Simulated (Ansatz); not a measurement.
# As (P-1) in Ansatz: a series of runs

The runs below take As through single point, with HSE06 form with a typed share of exact exchange.

All numbers are computed with Ansatz 0.2.0; they aren't measurements. Logs are shortened: lines on timing, memory, paths and dates and some standing lists are left out, and cuts for length are marked.

### Step 1. The cell of the first run

The typed cell holds 2 atoms: a = 3.824 Å, b = 3.824 Å, c = 3.824 Å, α = 60.00°, β = 60.00°, γ = 60.00°.

This isn't the form of As at room conditions, which is rhombohedral.

### Step 2. Single point, HSE06 form with a typed share of exact exchange (all atoms moved at random, sigma 0.1 Å a component)

File input:

```
crystal:
  lattice:
    - [-2.70368174, 0.0, -2.70368174]
    - [0.0, -2.70368174, -2.70368174]
    - [-2.70368174, -2.70368174, 0.0]
  atoms:
    - { symbol: As, position: [0.27635154, 0.22713992, 0.25689971] }
    - { symbol: As, position: [0.72364846, 0.77286008, 0.74310029] }
hamiltonian:
  xc: { exchange: pbe, correlation: pbe, exx: { coeff: 0.25, omega: 0.2 } }
  pseudopotentials: { kind: paw }
kpoints:
  mp_grid: { grid: [5, 5, 5] }
scf:
  occupations: { method: fermi_dirac, width: 0.05 }
output:
  forces: true
  stress: true
  eigenvalues: true
```

Potentials or basis: Ansatz PAW.

Standard output:

```text
Warning: output.stress: scf.convergence.dr2_threshold = 1e-7 eV (the SCF's general default) is looser than the 2e-10 eV advised for a printed stress (1e-10 eV for each atom of the cell: 2). What an SCF threshold leaves in a stress goes as its square root, and in the free energy as the threshold itself, and one threshold admits the most on a small cell: of the crystals measured, under no hybrid functional and no lock of the moments, on runs that ended without the residual-converged pass, on stresses that held no estimate of that error, the worst erred by over 100 MPa in a component at 1e-7 eV an atom and by under 5 at 1e-10. Set scf.convergence.dr2_threshold to 2e-10 eV or tighter. The threshold is an SCF's pass mark: one that does not reach it within its budget of iterations ends unconverged, or closes short of it on a stop that the run arms, and scf.convergence.dr2_threshold's page says what that costs each kind of run
Warning: output.stress: scf.exx.energy_threshold = 1e-6 eV is looser than the 2e-8 eV advised for a stress under a hybrid functional (1e-8 eV for each atom of the cell: 2). Every SCF of the exchange loop can meet its threshold on dr2 while the loop round them stops early: no threshold on dr2 bounds what that leaves in the stress. Set scf.exx.energy_threshold to 2e-8 eV or tighter. The threshold is the loop's pass mark: a loop that does not reach it within its budget of cycles ends unconverged, and scf.exx.energy_threshold's page has the law
GPUs: using 1 of 1 available (devices: 1).
Engine: ansatz 0.2.0, x86_64-unknown-linux-gnu
Pseudopotentials: kind: paw
Pseudopotential: As, paw, valence charge 15, recommended cutoff 420 eV (normal), As.paw.azcp
Functional definition: unnamed
  parameter a_1 = 0.25
  parameter omega_1 = 0.2/angstrom
  exchange = pbe_x + (-a_1)*pbe_x_sr(omega_1) + a_1*exact_x_sr(omega_1)
  correlation = pbe_c
device memory: the entry about to start is reckoned to put 1.0 GiB on a device that reports 67.6 GiB free (of which the cap on the GPU budget leaves the run 18.0 GiB)
GPU FFT provider: cuFFT
GPU libraries: cuBLAS 13.8.2, cuFFT 12.4.0, cuSOLVER 12.3.4
Crystal: 2 atoms, lattice volume = 39.527 Å³
Basis set: ecut = 420 eV, 749 PW (Γ), exchange–correlation on 54×54×54 points (8 copies of the dense FFT grid, shifted against one another)
Bands: 19, of which v1, the nominal top of the filled ones, is band 15 counted from 1 (14 counted from 0)
Symmetry: 2 space group operations
Space group: P-1 (ITA 2), of the structure as read, at distance tolerance 3.4e-5 Å
k-points: 63 of 125
Non-local potential: As, projectors of the file, l = 0: 2, l = 1: 2, l = 2: 3, l = 3: 1
PAW form: soft (Blöchl's): semilocal exchange-correlation on the pseudo side does not see the compensation charge
PAW frozen core: As, regenerated for the run's functional, and the local potential with it (the file was generated under x = pbe(κ = 0.804, μ = 0.2195149727645171), c = pbe(β = 0.06672455060314922))
PAW one-centre angular grid: As, 590 points (default); XC on 64 Gauss nodes
Initial density: superposition of atomic densities (neutral atoms: chi_scale 0, normalization atom), corrected by the library's trained network
Initial wavefunctions: pseudopotential atomic-orbital guess
GPU buffer pool allocated for 19683 grid points (all kernels)
GPU transforms: local potential and band sums: pruned to the plane-wave sphere, on 25×25×25
Functional: x = pbe(κ = 0.804, μ = 0.2195149727645171), c = pbe(β = 0.06672455060314922), warm-up for x = pbe(κ = 0.804, μ = 0.2195149727645171) + 0.25 (exact − pbe) at short range (hse, ω = 0.2 Å⁻¹), c = pbe(β = 0.06672455060314922)
SCF iter   1: F=—  HF=-9712.137050 eV  |F-HF|=—  |Δ(HF+E_count)|=         —  Δρ=2.09e-3  dr2=1.99e-3  ethr=1.77e-3  ⟨swp⟩=6.8  Hψ=4633  notcnv=0
preconditioner: auto → none  [insulator: Δε(μ)=0.170 eV  Ē_g=10.507 eV  σ=0.050 eV  W_gap=0.69  n_scr=14 (ndim 8)  ℏωp=18.7 eV  f_vac=0.001  D(μ)=0.28/eV (n_scr^D=0)]
SCF iter   2: F=—  HF=-9712.136856 eV  |F-HF|=—  |Δ(HF+E_count)|=   1.94e-4  Δρ=9.22e-4  dr2=2.19e-4  ethr=6.64e-6  ⟨swp⟩=3.0  Hψ=2575  notcnv=0
iter 3 solved again at ethr=5.69e-8 eV; its pass at ethr=7.31e-7 eV (dr2=1.71e-5 eV) is discarded
SCF iter   3: F=—  HF=-9712.136965 eV  |F-HF|=—  |Δ(HF+E_count)|=   1.09e-4  Δρ=2.81e-4  dr2=1.69e-5  ethr=5.69e-8  ⟨swp⟩=3.0  Hψ=5204  notcnv=0
SCF iter   4: F=—  HF=-9712.136979 eV  |F-HF|=—  |Δ(HF+E_count)|=   1.35e-5  Δρ=4.04e-5  dr2=5.28e-7  ethr=5.64e-8  ⟨swp⟩=3.0  Hψ=3052  notcnv=0
SCF iter   5: F=—  HF=-9712.136979 eV  |F-HF|=—  |Δ(HF+E_count)|=   1.03e-7  Δρ=1.61e-5  dr2=5.06e-8  ethr=1.76e-9  ⟨swp⟩=3.4  Hψ=3138  notcnv=0
SCF iter   6: F=—  HF=-9712.136979 eV  |F-HF|=—  |Δ(HF+E_count)|=   7.86e-8  Δρ=2.34e-6  dr2=1.00e-9  ethr=1.69e-10  ⟨swp⟩=3.0  Hψ=2469  notcnv=0
SCF iter   7: F=-9712.136979 eV  HF=-9712.136979 eV  |F-HF|=3.64e-12  |Δ(HF+E_count)|=   2.27e-9  Δρ=4.26e-7  dr2=4.49e-11  ethr=3.34e-12  ⟨swp⟩=4.0  Hψ=3426  notcnv=0
SCF 1 converged in 7 iterations: F = -9712.136979 eV  dr2 = 4.49e-11
device memory: the entry about to start is reckoned to put 1.5 GiB (of the 1.6 GiB reckoned in all, the device holds 0.1 GiB already) on a device that reports 67.5 GiB free (of which the cap on the GPU budget leaves the run 17.9 GiB)
GPU FFT provider: cuFFT
GPU libraries: cuBLAS 13.8.2, cuFFT 12.4.0, cuSOLVER 12.3.4
Initial density: handed on by an earlier stage of this run
Initial wavefunctions: those handed on with the density
GPU buffer pool allocated for 19683 grid points (all kernels)
GPU transforms: local potential and band sums: pruned to the plane-wave sphere, on 25×25×25
Functional: x = pbe(κ = 0.804, μ = 0.2195149727645171) + 0.25 (exact − pbe) at short range (hse, ω = 0.2 Å⁻¹), c = pbe(β = 0.06672455060314922)
Exchange kernel: α = 0.2500, screened, ω = 0.2000 Å⁻¹, Wigner–Seitz truncation, v(0) = 1123.8639 eV·Å³, q-mesh 5×5×5, nearest image of the exchange supercell L = 19.12 Å, pair-density grid 15×15×15, without the augmentation charges, whose exchange is taken in its separable form by FFT convolution over the k-point mesh (sized by the pseudopotential files, 24×24×24 at the most), smooth part of the exact exchange by density-matrix convolution in up to 1.70 GiB of GPU memory as planned if the GPU has room (build and FFT work areas not counted)
Frozen-core exchange: fock
iter 1 solved again at ethr=1.55e-5 eV; its pass at ethr=1.00e-1 eV (dr2=4.65e-3 eV) is discarded
SCF iter   1: F=—  HF=-9714.277127 eV  |F-HF|=—  |Δ(HF+E_count)|=         —  Δρ=6.89e-3  dr2=6.80e-3  ethr=1.55e-5  ⟨swp⟩=4.1  Hψ=6809  notcnv=0
preconditioner: auto → none  [insulator: Δε(μ)=0.203 eV  Ē_g=11.819 eV  σ=0.050 eV  W_gap=0.76  n_scr=14 (ndim 8)  ℏωp=18.7 eV  f_vac=0.000  D(μ)=0.19/eV (n_scr^D=0)]
SCF iter   2: F=—  HF=-9714.264405 eV  |F-HF|=—  |Δ(HF+E_count)|=   1.27e-2  Δρ=2.89e-3  dr2=1.99e-3  ethr=1.55e-5  ⟨swp⟩=4.0  Hψ=3921  notcnv=0
SCF iter   3: F=—  HF=-9714.263966 eV  |F-HF|=—  |Δ(HF+E_count)|=   4.39e-4  Δρ=1.04e-3  dr2=8.89e-4  ethr=4.58e-6  ⟨swp⟩=2.0  Hψ=2148  notcnv=0
SCF iter   4: F=—  HF=-9714.271029 eV  |F-HF|=—  |Δ(HF+E_count)|=   7.06e-3  Δρ=8.48e-4  dr2=1.39e-4  ethr=5.11e-7  ⟨swp⟩=4.0  Hψ=4045  notcnv=0
SCF iter   5: F=—  HF=-9714.270943 eV  |F-HF|=—  |Δ(HF+E_count)|=   8.60e-5  Δρ=8.83e-5  dr2=2.72e-5  ethr=4.20e-7  ⟨swp⟩=3.0  Hψ=2965  notcnv=0
SCF iter   6: F=—  HF=-9714.271082 eV  |F-HF|=—  |Δ(HF+E_count)|=   1.39e-4  Δρ=1.59e-4  dr2=7.11e-6  ethr=7.61e-9  ⟨swp⟩=4.0  Hψ=4542  notcnv=0
SCF iter   7: F=-9714.271080 eV  HF=-9714.271080 eV  |F-HF|=2.71e-8  |Δ(HF+E_count)|=   2.19e-6  Δρ=1.14e-5  dr2=1.35e-6  ethr=7.61e-9  ⟨swp⟩=3.0  Hψ=2529  notcnv=0
SCF 2 stopped early in 7 iterations: F = -9714.271080 eV  dr2 = 1.35e-6
  Residual-converged pass: ⟨swp⟩=3.9  Hψ=3216  notcnv=0  max |occ|·‖R‖ = 6.3e-6 eV (tolerance 6.7e-6 eV)  dr2=1.33e-6  dr2_onsite=2.21e-9  max |Δocc| = 8.6e-11
hybrid outer 1: dexx = +8.245e-3 eV, tail = 1.13e-4 eV
GPU FFT provider: cuFFT
GPU libraries: cuBLAS 13.8.2, cuFFT 12.4.0, cuSOLVER 12.3.4
GPU buffer pool allocated for 19683 grid points (all kernels)
GPU transforms: local potential and band sums: pruned to the plane-wave sphere, on 25×25×25
Exchange kernel: α = 0.2500, screened, ω = 0.2000 Å⁻¹, Wigner–Seitz truncation, v(0) = 1123.8639 eV·Å³, q-mesh 5×5×5, nearest image of the exchange supercell L = 19.12 Å, pair-density grid 15×15×15, without the augmentation charges, whose exchange is taken in its separable form by FFT convolution over the k-point mesh (sized by the pseudopotential files, 24×24×24 at the most), smooth part of the exact exchange by density-matrix convolution in up to 1.70 GiB of GPU memory as planned if the GPU has room (build and FFT work areas not counted)
Frozen-core exchange: fock
SCF iter   1: F=—  HF=-9714.271557 eV  |F-HF|=—  |Δ(HF+E_count)|=         —  Δρ=8.01e-5  dr2=1.37e-6  ethr=1.88e-6  ⟨swp⟩=2.2  Hψ=2409  notcnv=0
preconditioner: auto → none  [insulator: Δε(μ)=0.201 eV  Ē_g=11.831 eV  σ=0.050 eV  W_gap=0.76  n_scr=14 (ndim 8)  ℏωp=18.7 eV  f_vac=0.000  D(μ)=0.18/eV (n_scr^D=0)]
SCF iter   2: F=—  HF=-9714.271558 eV  |F-HF|=—  |Δ(HF+E_count)|=   1.75e-6  Δρ=1.98e-5  dr2=4.07e-7  ethr=3.24e-9  ⟨swp⟩=4.0  Hψ=4059  notcnv=0
SCF iter   3: F=—  HF=-9714.271560 eV  |F-HF|=—  |Δ(HF+E_count)|=   1.42e-6  Δρ=1.37e-5  dr2=6.23e-8  ethr=1.86e-10  ⟨swp⟩=4.0  Hψ=3923  notcnv=0
SCF iter   4: F=—  HF=-9714.271560 eV  |F-HF|=—  |Δ(HF+E_count)|=   8.71e-8  Δρ=5.11e-6  dr2=9.10e-9  ethr=1.36e-10  ⟨swp⟩=3.2  Hψ=2922  notcnv=0
SCF iter   5: F=—  HF=-9714.271560 eV  |F-HF|=—  |Δ(HF+E_count)|=   1.27e-8  Δρ=1.05e-6  dr2=1.27e-9  ethr=2.62e-11  ⟨swp⟩=3.3  Hψ=3320  notcnv=0
SCF iter   6: F=—  HF=-9714.271560 eV  |F-HF|=—  |Δ(HF+E_count)|=   1.59e-9  Δρ=2.03e-7  dr2=9.97e-10  ethr=1.00e-12  ⟨swp⟩=4.0  Hψ=3729  notcnv=0
SCF iter   7: F=—  HF=-9714.271560 eV  |F-HF|=—  |Δ(HF+E_count)|=   4.37e-9  Δρ=8.06e-7  dr2=2.35e-10  ethr=1.00e-12  ⟨swp⟩=3.9  Hψ=2560  notcnv=0
SCF iter   8: F=-9714.271560 eV  HF=-9714.271560 eV  |F-HF|=4.18e-11  |Δ(HF+E_count)|=  2.91e-10  Δρ=3.24e-7  dr2=3.21e-11  ethr=1.00e-12  ⟨swp⟩=2.8  Hψ=2221  notcnv=0
SCF 3 converged in 8 iterations: F = -9714.271560 eV  dr2 = 3.21e-11
  Residual-converged pass: ⟨swp⟩=3.0  Hψ=2939  notcnv=0  max |occ|·‖R‖ = 2.3e-7 eV (tolerance 2.7e-7 eV)  dr2=2.73e-11  dr2_onsite=5.85e-11  max |Δocc| = 6.2e-14
hybrid outer 2: dexx = +2.244e-6 eV, tail = 6.47e-8 eV, Δε = 5.01e-3 eV (about 2.45e-4 eV left of the loop's levels), ΔF = 8.14e-3 eV/Å (tail 1.81e-3)
GPU FFT provider: cuFFT
GPU libraries: cuBLAS 13.8.2, cuFFT 12.4.0, cuSOLVER 12.3.4
GPU buffer pool allocated for 19683 grid points (all kernels)
GPU transforms: local potential and band sums: pruned to the plane-wave sphere, on 25×25×25
Exchange kernel: α = 0.2500, screened, ω = 0.2000 Å⁻¹, Wigner–Seitz truncation, v(0) = 1123.8639 eV·Å³, q-mesh 5×5×5, nearest image of the exchange supercell L = 19.12 Å, pair-density grid 15×15×15, without the augmentation charges, whose exchange is taken in its separable form by FFT convolution over the k-point mesh (sized by the pseudopotential files, 24×24×24 at the most), smooth part of the exact exchange by density-matrix convolution in up to 1.70 GiB of GPU memory as planned if the GPU has room (build and FFT work areas not counted)
Frozen-core exchange: fock
SCF iter   1: F=—  HF=-9714.271560 eV  |F-HF|=—  |Δ(HF+E_count)|=         —  Δρ=9.91e-7  dr2=2.04e-10  ethr=1.08e-9  ⟨swp⟩=3.5  Hψ=2506  notcnv=0
SCF iter   2: F=-9714.271560 eV  HF=-9714.271560 eV  |F-HF|=1.46e-11  |Δ(HF+E_count)|=  4.73e-10  Δρ=4.06e-7  dr2=3.97e-11  ethr=1.00e-12  ⟨swp⟩=4.0  Hψ=4022  notcnv=0
SCF 4 converged in 2 iterations: F = -9714.271560 eV  dr2 = 3.97e-11
  Residual-converged pass: ⟨swp⟩=2.0  Hψ=2050  notcnv=0  max |occ|·‖R‖ = 2.4e-7 eV (tolerance 2.7e-7 eV)  dr2=3.98e-11  dr2_onsite=2.14e-11  max |Δocc| = 1.4e-13
hybrid outer 3: dexx = +1.844e-10 eV, tail = 1.27e-10 eV, Δε = 5.40e-5 eV (about 7.54e-6 eV left of the loop's levels), ΔF = 5.59e-5 eV/Å (tail 5.28e-5)
hybrid SCF converged: 3 outer / 17 inner (+7 warm-up), last move |dexx| = 1.84e-10 eV, tail = 1.27e-10 eV
Stability not checked: this state was not tested for a lower state beside it, because the functional holds exact exchange (a hybrid, or Hartree-Fock), whose exchange loop this test does not read (fock_operator; see scf.lower_state_search)
Free energy (F): -9714.271560 eV
Frozen-core exchange: fock
Harris-Foulkes:  -9714.271560 eV  (|F-HF|=1.46e-11)
Internal energy: -9714.269750 eV  (E = F + TS)
E sigma→0 (E₀):  -9714.270655 eV
Entropy (-TS):   -0.001810 eV (-0.905 meV/atom)
Fermi energy:    11.673370 eV
--- Per-component energies (eV) ---
  E_band       = -517.750845
  E_kinetic    = 203.629644
  E_local      = -3107.676557  (includes V_loc(G=0)·N_el)
  E_nonlocal   = -1342.593080
  E_hartree    = 1754.281860
  E_xc         = -128.187592
  E_vxc        = -127.653366  (∫ρ·V_xc dr)
  E_exx        = -122.452738  (= α·E_x^exact, valence–valence)
  E_paw        = -3576.629002  (= ΣΔE_a)
  E_vpaw       = 592.884286  (= ΣTr[D̂ρ^β])
  E_aug_tail   = 0.000016  (compensation charges beyond the density's cutoff)
  E_ewald      = -3393.122014
  E_core_change = -1.520287  (= ΣΔE_core)
  E_smearing   = -0.001810  (= −TS)
  E_closure    = 0.000000  (closes the sum)
  Σ components = -9714.271560   (vs F -9714.271560, Δ=-1.82e-12)
--- Forces (eV/Å), atoms counted from 1 ---
  atom   1  As    -0.74335582     0.63298587    -0.10585567
  atom   2  As     0.74335582    -0.63298587     0.10585567
  max |Σ_I F_I| component: 0.00e0 eV/Å
--- Stress (GPa, compression-positive) ---
        0.962662      -1.885223       0.251675
       -1.885223       0.083506      -0.084619
        0.251675      -0.084619       2.125629
  P = ⅓ Tr σ = 1.0573 GPa (10.573 kbar)
--- Band table (eV; the first three rows and the last of 63) ---
  k-point 0: bands = ["-28.2746", "-28.2600", "-28.2149", "-28.2144", "-28.1991", "-28.1524", "-28.1487", "-28.1417", "-28.1139", "-28.1085", "-5.2036", "6.3921", "9.1928", "9.4637", "9.5173", "15.7744", "15.8576", "16.5405", "18.0918"]
  k-point 1: bands = ["-28.2619", "-28.2477", "-28.2091", "-28.2072", "-28.1939", "-28.1572", "-28.1552", "-28.1472", "-28.1268", "-28.1211", "-4.5925", "3.7387", "9.3933", "9.5159", "10.6557", "14.1876", "14.4687", "14.9010", "18.3345"]
  k-point 2: bands = ["-28.2323", "-28.2183", "-28.1946", "-28.1885", "-28.1855", "-28.1715", "-28.1663", "-28.1630", "-28.1568", "-28.1482", "-2.7907", "0.1283", "9.6753", "9.8889", "11.4126", "12.0413", "12.5495", "13.0007", "21.2534"]
  k-point 62: bands = ["-28.2385", "-28.2159", "-28.1959", "-28.1950", "-28.1842", "-28.1666", "-28.1633", "-28.1612", "-28.1598", "-28.1431", "-1.7986", "-0.2744", "6.2309", "8.7339", "9.5629", "13.5484", "14.4986", "17.1704", "20.4247"]
```

Run time: 40 s. Hardware: 1 × NVIDIA H100 80GB HBM3 with 2 threads of AMD EPYC 7R13 (Zen 3), shared host; peak memory 1.7 GiB.

What came out:

| Quantity | Value |
| --- | --- |
| Free energy | -9714.2716 eV |
| Pressure | 1.1 GPa |
| Largest force | 0.982 eV/Å |
| Band gap on the k mesh | 0.20 eV, indirect (least direct gap 0.42 eV) |

Forces on the atoms (eV/Å):
```
As  -0.743  0.633 -0.106
As   0.743 -0.633  0.106
```

Levels at points of the mesh, in eV from the valence-band top:
| k point | band 12 | band 13 | band 14 | band 15 | band 16 | band 17 | band 18 | band 19 |
| --- | --- | --- | --- | --- | --- | --- | --- | --- |
| (0.00, 0.00, 0.00) | -5.18 | -2.37 | -2.10 | -2.05 | 4.21 | 4.29 | 4.97 | 6.52 |

Caveat: odd divisions of the mesh miss points on the zone boundary, where band edges often lie, so the gap on the mesh can be too wide; the PAW data sets come from PBE, with cores solved anew for the run's functional, which leaves a small shift of forces and pressure; the thresholds are loose for stress. A k mesh can miss the band edges.

[end of part 1 of 2]
